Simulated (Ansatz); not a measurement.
# Trial structures of LiH: starts and ends

Theory: DFT PBE, scalar-relativistic, plane waves, PAW (Ansatz). All cells share a 420 eV cutoff and Γ-centred k meshes spaced at most about 0.3 Å⁻¹ (about 0.25 or finer for metals, 2π included). No spin polarisation in the final relaxations.

Each guess was relaxed in cell and atoms at zero pressure, within the symmetry of its start. These are static total energies at zero pressure. Coordination counts H atoms around Li (those within 1.25 times the shortest such distance or 1.15 times the sum of covalent radii).

```csv
guess,made from,start group,V start (Å³/atom),end group,V end (Å³/atom),coordination at the end,gap on mesh (eV),E over the lowest end (meV/atom)
1,ZrH type,P4_2/mmc,10.1,P4_2/mmc,10.3,Li 4,0,44
2,random cell,P4/mmm,11.0,?,?,?,?,?
3,TiNb type,Cmmm,11.0,Cmmm,10.0,Li 4,0.07,0
4,ZrIr type,Pm-3m,11.1,Pm-3m (caesium chloride),7.9,Li 8,0.71,75
```

Guess 2 as it starts:

```yaml
crystal:
  lattice:
    - [2.53762, 0.00000, 0.00000]
    - [0.00000, 2.53762, 0.00000]
    - [0.00000, 0.00000, 3.40707]
  atoms:
    - { symbol: Li, position: [0.00000, 0.00000, 0.00000] }
    - { symbol: H, position: [0.50000, 0.50000, 0.00000] }
```

Question: Predict the end of this guess and its energy over the lowest end.

Answer: It ends in space group P4/mmm (No. 123), with a = 2.691 Å, c = 4.360 Å, 15.8 Å³/atom and a gap of 0.32 eV; its coordination is Li 4. It lies 16 meV/atom over the lowest end, above guess 3 and below guess 1. Counting H atoms around Li, this end and the lowest (guess 3) both have Li 4.

```yaml
crystal:
  lattice:
    - [2.69062, 0.00000, 0.00000]
    - [0.00000, 2.69062, 0.00000]
    - [0.00000, 0.00000, 4.35998]
  atoms:
    - { symbol: Li, position: [0.00000, 0.00000, 0.00000] }
    - { symbol: H, position: [0.50000, 0.50000, 0.00000] }
```

Energies over the elements count from the elements' standard structures at the same level (H₂ as a molecule), with no fitted energy shifts.

Question: Is the lowest end bound against the elements?

Answer: Yes: its formation energy is −0.257 eV/atom. A negative formation energy is needed for stability but isn't enough: competing phases decide.

Weakly bound directions are ill-defined at this level, which has no dispersion term (P4/mmm), and this can change margins and order among such cells. Kohn–Sham gaps at this level usually fall short of measured ones. The zero gap of P4_2/mmc may come from the functional, which often closes small gaps, or the cell may be a true semimetal. With hydrogen, zero-point motion can shift formation energies by some tens of meV/atom. Cells relaxed within their symmetry can be saddle points. The part of the Crystallography Open Database at hand lists LiH in space group No. 225, which no cell shown has. Some structure types and database cells were kept out of the candidates from the start, so a known form may be missing.
